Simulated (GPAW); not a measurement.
Runs of GPAW 26.7.0 on Ru. It takes space group P6_3/mmc (No. 194, hexagonal). Conventional cell: a = 2.706 Å, b = 2.706 Å, c = 4.282 Å, α = 90.00°, β = 90.00°, γ = 120.00°. Ru (site symmetry -6m2) has 12 Ru at 2.65 to 2.71 Å as nearest neighbours. 

```csv
task,level,potentials or basis,cell,band path,band points,eigensolver,optimizer,fmax,gap on the mesh (eV),pressure (GPa),relaxed volume (Å³/atom)
band structure,r2SCAN,"GPAW PAW data sets (gpaw-data 1.2.1), pw",as given,"GMKGALHA,LM,KH",60,-,-,-,-,-0.3,-
relaxation of cell and atoms,BLYP,"PAW data sets generated in the run's folder for this functional, pw",relaxed,-,-,davidson,BFGS,0.02 eV/Å,none,-0.1,14.35
relaxation of cell and atoms,PBEsol+D3(BJ),"PAW data sets generated in the run's folder for this functional, pw",relaxed,-,-,-,BFGS,0.02 eV/Å,none,0.0,(a)
atomic charges,AM05,"PAW data sets generated in the run's folder for this functional, pw",as given,-,-,-,-,-,none,-8.9,-
```

Alike in all rows: no spin polarisation; k mesh 11 × 11 × 6; cutoff (eV) 600; smearing fermi-dirac 0.05 eV.

Q: Estimate the missing entries.

A: (a) 13.01.

Caveats: later steps reuse the first step's grids (some runs); the PAW data sets were made with another functional, which shifts forces and pressure a little (some runs); pairwise dispersion overbinds metals, which lowers pressure and volume (some runs).

A k mesh can miss the band edges, and the runs leave out spin-orbit coupling on Ru.

A gap of «none» marks a metal or a gap under the smearing width.

Runs at the PBE level aren't shown here.
